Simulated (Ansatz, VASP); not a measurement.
C in VASP and in Ansatz

Contents of INCAR:

```
PREC = Accurate
ENCUT = 520
EDIFF = 1E-7
ISMEAR = 0
SIGMA = 0.05
LREAL = F
LASPH = T
NELM = 80
ALGO = Normal
ISIF = 2
LWAVE = F
LCHARG = F
GGA = PE
IVDW = 12
NBANDS = 11
```

KPOINTS

```
regular mesh
0
Gamma
  15 15 15
```

POSCAR

```
C
1.0
    1.2632929494      0.7293625244      3.4449600376
   -1.2632929494      0.7293625244      3.4449600376
    0.0000000000     -1.4587250488      3.4449600375
C
2
Direct
    0.1590580365      0.1590580365      0.1590580365
    0.8409419635      0.8409419635      0.8409419635
```

Input for Ansatz:

```yaml
crystal:
  lattice:
    - [1.2632929494, 0.7293625244, 3.4449600376]
    - [-1.2632929494, 0.7293625244, 3.4449600376]
    - [0.0, -1.4587250488, 3.4449600375]
  atoms:
    - { symbol: C, position: [0.1590580365, 0.1590580365, 0.1590580365] }
    - { symbol: C, position: [0.8409419635, 0.8409419635, 0.8409419635] }
basis:
  ecutwfc: 520.0
kpoints:
  mp_grid: { grid: [15, 15, 15] }
hamiltonian:
  xc: pbe
  pseudopotentials: { kind: paw, azcp: { folder: soft_1 } }
  dispersion: d3bj
scf:
  occupations: { method: gaussian, width: 0.05 }
output:
  forces: true
  stress: true
  eigenvalues: true
```

Change from the starting cell: mode 4 frozen in at -0.076 Å, equal normal strain along x, y and z +0.0250.

Alike in both runs: task single point; functional PBE; dispersion D3(BJ); k mesh 15 × 15 × 15; occupations gaussian, width 0.05 eV; no spin polarisation.

```csv
,VASP,Ansatz
version,VASP 6.6.1,Ansatz 0.2.0
potentials or method,"VASP PAW PBE potentials, release 64 (C)","scalar-relativistic, plane waves, PAW"
plane-wave cutoff (eV),520,520
valence electrons in the cell,8,8
```

Ansatz gave:

- gap on the k mesh at the Fermi level (eV): 0.83
- least direct gap on the mesh (eV): 0.83
- pressure (GPa): -19.6
- largest component of the traceless stress (GPa): 15.22
- rms of the force components (eV/Å): 1.487

What did VASP give for the same quantities?

gap on the k mesh at the Fermi level (eV): 0.83; least direct gap on the mesh (eV): 0.83; pressure (GPa): -19.2; largest component of the traceless stress (GPa): 14.78; rms of the force components (eV/Å): 1.481.

Atom by atom the forces differ by 0.006 eV/Å (rms over components).

Caveats: so large a pressure means that the cell lies far from this level's equilibrium, or that cutoff or potentials fall short (VASP); an odd mesh through Γ misses points on the zone boundary, where band edges often lie; forces of over 1 eV/Å show positions far from the minimum, so gaps and moduli don't describe the material at rest.
